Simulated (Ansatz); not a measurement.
# MgS: the cost of one run

Program: Ansatz 0.2.0. Level of theory: DFT PBE, scalar-relativistic, plane waves, PAW. These are calculated values, not measurements.

### Step 1. The starting structure

The structure is cubic, space group F-43m (No. 216). Conventional cell: a = 5.666 Å, b = 5.666 Å, c = 5.666 Å, α = 90.00°, β = 90.00°, γ = 90.00°. Mg (site symmetry -43m) has 4 S at 2.45 Å as nearest neighbours. S (site symmetry -43m) has 4 Mg at 2.45 Å as nearest neighbours.

Structure file:

```cif
data_structure
_symmetry_space_group_name_H-M 'F-43m'
_symmetry_Int_Tables_number 216
_cell_length_a 5.6662
_cell_length_b 5.6662
_cell_length_c 5.6662
_cell_angle_alpha 90.000
_cell_angle_beta 90.000
_cell_angle_gamma 90.000
_cell_volume 181.92
loop_
_atom_site_label
_atom_site_type_symbol
_atom_site_symmetry_multiplicity
_atom_site_Wyckoff_symbol
_atom_site_fract_x
_atom_site_fract_y
_atom_site_fract_z
_atom_site_occupancy
Mg1 Mg 4 d 0.25000 0.25000 0.75000 1
S1 S 4 a 0.00000 0.00000 0.00000 1
```

The structure comes from the Materials Project (structure only).

### Step 2. A change within a subgroup

The change: strain xx, yy, zz, yz, xz, xy = +3.0, +3.0, +3.0, +4.0, +4.0, -4.0 %; atoms moved by 0.06 Å root mean square, at most 0.06 Å.

File input.yaml:

```yaml
crystal:
  lattice:
    - [0.0, 3.0301635461, 3.0301635461]
    - [3.0301635461, 0.0, 3.0301635461]
    - [2.8035139423, 2.8035139423, 0.2266496037]
  atoms:
    - { symbol: Mg, position: [0.0061135807, 0.0061135807, -0.0183407421] }
    - { symbol: S, position: [0.7438864193, 0.7438864193, 0.7683407421] }
basis:
  ecutwfc: 420
kpoints:
  mp_grid: { grid: [8, 8, 8] }
hamiltonian:
  xc: pbe
scf:
  occupations: { method: gaussian, width: 0.02 }
output:
  forces: true
  stress: true
  eigenvalues: true
```

Launch:

```console
> ansatz run input.yaml --threads 1 --pin off --max-ram 1331MiB --backend cpu --events-out ev --progress --plain --runs-dir out
```

Q: Estimate wall time and peak memory on 1 thread of an Arm CPU, shared host.

About 3.4 s, with a peak of 0.38 GiB.
